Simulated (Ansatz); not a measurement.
Geometry optimisation in Ansatz: input, command and trajectory.

```yaml
crystal:
  lattice:
    - [4.7093367612, -1.9714644141, 0.0025835425]
    - [4.7093367612, 1.9714644141, 0.0025835425]
    - [-1.8167577228, 0.0, 5.3534025911]
  atoms:
    - { symbol: Li, position: [0.7087881687, 0.7087881687, 0.3428820662] }
    - { symbol: Li, position: [0.6895564821, 0.6895564821, 0.8596989112] }
    - { symbol: Li, position: [0.0, 0.0, 0.5] }
    - { symbol: Li, position: [0.3104435179, 0.3104435179, 0.1403010888] }
    - { symbol: Li, position: [0.2912118313, 0.2912118313, 0.6571179338] }
    - { symbol: Nb, position: [0.0, 0.0, 0.0] }
    - { symbol: O, position: [0.8519989653, 0.8519989653, 0.1745845232] }
    - { symbol: O, position: [0.8414303705, 0.8414303705, 0.6790097631] }
    - { symbol: O, position: [0.5, 0.5, 0.0] }
    - { symbol: O, position: [0.1585696295, 0.1585696295, 0.3209902369] }
    - { symbol: O, position: [0.1480010347, 0.1480010347, 0.8254154768] }
basis:
  ecutwfc: 420
kpoints:
  mp_grid: { grid: [6, 6, 4] }
hamiltonian:
  xc: pbesol
scf:
  occupations: { method: gaussian, width: 0.02 }
output:
  forces: true
  stress: true
  eigenvalues: true
relax:
  adjacent_minimum: "off"
  f_tol: 0.01
  max_steps: 30
  cell: { stress_tol: 0.1, fix: [volume] }
```

```bash
ansatz run input.yaml --threads 2 --pin off --max-ram 5120MiB --backend cpu --events-out ev --progress --plain --runs-dir out
```

Level of theory: DFT PBEsol, scalar-relativistic, plane waves, PAW (Ansatz).

The volume is held at 0.94 times that of the relaxed cell.

Of 6 frames 5 are shown, positions in Å and forces in eV/Å; the SCF threshold varies from step to step. Steps run on the plane waves of an earlier cell, with a Pulay correction in the pressure. The basis is chosen afresh for the last frame, the zero of the energies, and at times for earlier ones too; energy and pressure can step there, also at an unchanged geometry. Where two frames share a geometry here, they differ by under 2 meV/atom and 0.3 GPa.

```xyz
11
Lattice="4.7093 -1.9715 0.0026 4.7093 1.9715 0.0026 -1.8168 0.0000 5.3534" Properties=species:S:1:pos:R:3:forces:R:3 pbc="T T T" step=1 free_energy_over_end_meV_per_atom=1.40 pressure_GPa=8.64
Li    6.0529    0.0000    1.8392   -0.0536    0.0000    0.0020
Li    4.9328    0.0000    4.6059   -0.0342    0.0000   -0.0423
Li   -0.9084    0.0000    2.6767    0.0000    0.0000    0.0000
Li    2.6691    0.0000    0.7527    0.0342    0.0000    0.0423
Li    1.5490    0.0000    3.5193    0.0536    0.0000   -0.0020
Nb    0.0000    0.0000    0.0000    0.0000    0.0000    0.0000
O     7.7075    0.0000    0.9390   -0.3672    0.0000    0.1984
O     6.6916    0.0000    3.6394   -0.1978    0.0000   -0.3933
O     4.7093    0.0000    0.0026    0.0000    0.0000    0.0000
O     0.9104    0.0000    1.7192    0.1978    0.0000    0.3933
O    -0.1056    0.0000    4.4195    0.3672    0.0000   -0.1984
11
Lattice="4.6982 -1.9762 0.0014 4.6982 1.9762 0.0014 -1.8138 0.0000 5.3537" Properties=species:S:1:pos:R:3:forces:R:3 pbc="T T T" step=2 free_energy_over_end_meV_per_atom=0.08 pressure_GPa=7.26
Li    6.0199    0.0000    1.8364   -0.0114    0.0000    0.0006
Li    4.9164    0.0000    4.5981   -0.0107    0.0000   -0.0263
Li   -0.9069    0.0000    2.6768    0.0000    0.0000    0.0000
Li    2.6661    0.0000    0.7583    0.0107    0.0000    0.0263
Li    1.5626    0.0000    3.5200    0.0114    0.0000   -0.0006
Nb    0.0000    0.0000    0.0000    0.0000    0.0000    0.0000
O     7.6741    0.0000    0.9414    0.0013    0.0000    0.0051
O     6.6690    0.0000    3.6258    0.0017    0.0000   -0.0316
O     4.6982    0.0000    0.0014    0.0000    0.0000    0.0000
O     0.9135    0.0000    1.7306   -0.0017    0.0000    0.0316
O    -0.0916    0.0000    4.4150   -0.0013    0.0000   -0.0051
11
Lattice="4.6921 -1.9787 -0.0009 4.6921 1.9787 -0.0009 -1.8140 0.0000 5.3547" Properties=species:S:1:pos:R:3:forces:R:3 pbc="T T T" step=3 free_energy_over_end_meV_per_atom=0.01 pressure_GPa=7.07
Li    6.0078    0.0000    1.8328   -0.0045    0.0000   -0.0063
Li    4.9063    0.0000    4.5915   -0.0083    0.0000   -0.0085
Li   -0.9070    0.0000    2.6773    0.0000    0.0000    0.0000
Li    2.6638    0.0000    0.7614    0.0083    0.0000    0.0085
Li    1.5624    0.0000    3.5201    0.0045    0.0000    0.0063
Nb    0.0000    0.0000    0.0000    0.0000    0.0000    0.0000
O     7.6619    0.0000    0.9372    0.0227    0.0000   -0.0094
O     6.6587    0.0000    3.6203    0.0065    0.0000    0.0017
O     4.6921    0.0000   -0.0009    0.0000    0.0000    0.0000
O     0.9114    0.0000    1.7327   -0.0065    0.0000   -0.0017
O    -0.0917    0.0000    4.4158   -0.0227    0.0000    0.0094
11
Lattice="4.6898 -1.9808 -0.0003 4.6898 1.9808 -0.0003 -1.8125 0.0000 5.3515" Properties=species:S:1:pos:R:3:forces:R:3 pbc="T T T" step=4 free_energy_over_end_meV_per_atom=0.00 pressure_GPa=7.02
Li    6.0032    0.0000    1.8308   -0.0015    0.0000   -0.0030
Li    4.9025    0.0000    4.5870   -0.0004    0.0000    0.0029
Li   -0.9062    0.0000    2.6758    0.0000    0.0000    0.0000
Li    2.6647    0.0000    0.7640    0.0004    0.0000   -0.0029
Li    1.5639    0.0000    3.5202    0.0015    0.0000    0.0030
Nb    0.0000    0.0000    0.0000    0.0000    0.0000    0.0000
O     7.6579    0.0000    0.9371    0.0122    0.0000   -0.0050
O     6.6562    0.0000    3.6181    0.0055    0.0000    0.0066
O     4.6898    0.0000   -0.0003    0.0000    0.0000    0.0000
O     0.9110    0.0000    1.7329   -0.0055    0.0000   -0.0066
O    -0.0907    0.0000    4.4139   -0.0122    0.0000    0.0050
11
Lattice="4.6883 -1.9812 -0.0013 4.6883 1.9812 -0.0013 -1.8131 0.0000 5.3526" Properties=species:S:1:pos:R:3:forces:R:3 pbc="T T T" step=6 free_energy_over_end_meV_per_atom=0.00 pressure_GPa=7.04
Li    6.0006    0.0000    1.8284   -0.0012    0.0000    0.0043
Li    4.8984    0.0000    4.5879    0.0018    0.0000   -0.0046
Li   -0.9065    0.0000    2.6763    0.0000    0.0000    0.0000
Li    2.6651    0.0000    0.7620   -0.0018    0.0000    0.0046
Li    1.5628    0.0000    3.5215    0.0012    0.0000   -0.0043
Nb    0.0000    0.0000    0.0000    0.0000    0.0000    0.0000
O     7.6555    0.0000    0.9352    0.0006    0.0000   -0.0016
O     6.6531    0.0000    3.6170   -0.0024    0.0000    0.0033
O     4.6883    0.0000   -0.0013    0.0000    0.0000    0.0000
O     0.9103    0.0000    1.7329    0.0024    0.0000   -0.0033
O    -0.0920    0.0000    4.4148   -0.0006    0.0000    0.0016
```

The run took 26 s on 2 threads of Arm Neoverse V2, on a shared host, peak memory 0.49 GiB.